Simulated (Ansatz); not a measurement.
Set up this calculation in Ansatz 0.2.0, as the native input.

```yaml
Task: relaxation of cell and atoms
Functional: PBEsol
Potentials_or_basis: Ansatz PAW
Cutoff: "420 eV (not typed: the program's choice for these potentials)"
k_mesh: 6 × 6 × 6
Occupations: fermi-dirac, width 0.05 eV
Spin: no spin polarisation
Hubbard_terms: Cu d U = 3 eV
Hubbard_projectors: ortho-atomic (the default)
Double_counting: fll (the default)
```

Crystal: CuCl2.

```
CELL_PARAMETERS angstrom
4.52065 0.00000 0.00000
0.00000 4.52065 0.00000
0.00000 0.00000 4.31771
ATOMIC_POSITIONS crystal
Cu 0.00000 0.00000 0.00000
Cl 0.00000 0.50000 0.00000
Cl 0.50000 0.00000 0.00000
```

Measurements of this composition are mostly on another form, of space group No. 12.

The input as run:

input.yaml

```yaml
crystal:
  lattice:
    - [4.520648, 0.0, 0.0]
    - [0.0, 4.520648, 0.0]
    - [0.0, 0.0, 4.317712]
  atoms:
    - { symbol: Cu, position: [0.0, 0.0, 0.0] }
    - { symbol: Cl, position: [0.0, 0.5, 0.0] }
    - { symbol: Cl, position: [0.5, 0.0, 0.0] }
hamiltonian:
  xc: pbesol
  pseudopotentials: { kind: paw }
  hubbard: { sites: [{ species: Cu, l: d, u_eff: 3.0 }] }
kpoints:
  mp_grid: { grid: [6, 6, 6] }
scf:
  occupations: { method: fermi_dirac, width: 0.05 }
output:
  forces: true
  stress: true
  eigenvalues: true
relax:
  f_tol: 0.01
  max_steps: 40
  cell: { stress_tol: 0.05 }
```

Potentials or basis: Ansatz PAW.

The run is started by

```sh
$ ansatz run input.yaml --threads 2 --pin off --max-ram 5632MiB --backend cpu --events-out ev --progress --plain --runs-dir out
```

Results of the run:

```json
{"Relaxed volume": "30.14 Å³/atom", "Relaxed cell": "a = 4.465 Å, b = 4.465 Å, c = 4.536 Å, α = 90.00°, β = 90.00°, γ = 90.00°", "Space group after relaxing (to 0.05 Å)": "P4/mmm (No. 123)", "Energy gained by relaxing": "4.9 meV/atom", "Ionic steps": "10", "Pressure after relaxing": "0.0 GPa", "Band gap on the k mesh": "none (metal or under the smearing width)"}
```

Caveat: the plane-wave basis is chosen anew once the cell has moved, so the energies of steps on either side of that aren't comparable; this functional lacks dispersion, which binds the layers, so the pressure and a relaxed spacing across them are unreliable; an odd number of electrons without spin polarisation forces a metal; a magnetic or distorted state may lie lower; the run has no spin polarisation, though such a crystal can be magnetic; U without spin polarisation on a metal has little footing; the PAW data sets come from PBE, with cores solved anew for the run's functional, which leaves a small shift of forces and pressure.

Run time: 56 s on 2 threads of Intel(R) Xeon(R) Processor @ 2.50GHz (Skylake/Cascade Lake) (shared host), peak memory 0.47 GiB.
